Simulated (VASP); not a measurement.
Set up this calculation in VASP 6.6.1, as the native input.

```
Task                      : relaxation of the atoms
Functional                : PBE
Potentials or basis       : VASP PAW PBE potentials, release 64 (Si, Mo_sv)
Cutoff                    : 520 eV
k mesh                    : 6 × 6 × 1
Occupations               : fermi-dirac, width 0.05 eV
Spin                      : no spin polarisation
Dipole correction         : yes
Atoms held fixed (from 0) : [0, 6, 1, 2]
Further INCAR settings    : ALGO = Normal; EDIFF = 1e-06; IBRION = 2; EDIFFG = -0.01; NSW = 40
```

The structure of Si2Mo lies in POSCAR:

```
Si2Mo
1.0
    3.2000000000      0.0000000000      0.0000000000
    0.0000000000      3.2000000000      0.0000000000
    0.0000000000      0.0000000000     25.4865740000
Si Mo
6 3
Selective dynamics
Direct
    0.0000000000      0.0000000000      0.2942725845  F F F
    0.0000000000      0.0000000000      0.3972905107  F F F
    0.5000000000      0.5000000000      0.4484910369  F F F
    0.5000000000      0.5000000000      0.5515089631  T T T
    0.0000000000      0.0000000000      0.6027094893  T T T
    0.0000000000      0.0000000000      0.7057274155  T T T
    0.5000000000      0.5000000000      0.3457815476  F F F
    0.0000000000      0.0000000000      0.5000000000  T T T
    0.5000000000      0.5000000000      0.6542184524  T T T
```

The input as run:

INCAR

```
SYSTEM = Si2Mo
PREC = Accurate
ENCUT = 520
EDIFF = 1E-6
ISMEAR = -1
SIGMA = 0.05
LREAL = .FALSE.
LASPH = .TRUE.
NELM = 60
ALGO = Normal
ISIF = 2
LWAVE = .FALSE.
LCHARG = .FALSE.
LDIPOL = .TRUE.
IDIPOL = 3
DIPOL = 0.5 0.5 0.500
GGA = PE
IBRION = 2
NSW = 40
EDIFFG = -0.01
```

KPOINTS

```
regular mesh
0
G
  6 6 1
  0 0 0
```

Potentials or basis: VASP PAW PBE potentials, release 64 (Si, Mo_sv).

Run with:

```console
$ cat potpaw_PBE.64/Si/POTCAR potpaw_PBE.64/Mo_sv/POTCAR > POTCAR
$ mpirun -np 1 vasp_std > vasp.out
```

It gave:

```yaml
Energy_gained_by_relaxing: 3.5 meV/atom
Ionic_steps: 12
Band_gap_on_the_k_mesh: none (metal or under the smearing width)
```

Run time: 6.4 min on 1 thread of Intel(R) Xeon(R) 6975P-C (Granite Rapids), with other jobs on the host, peak memory 0.37 GiB.
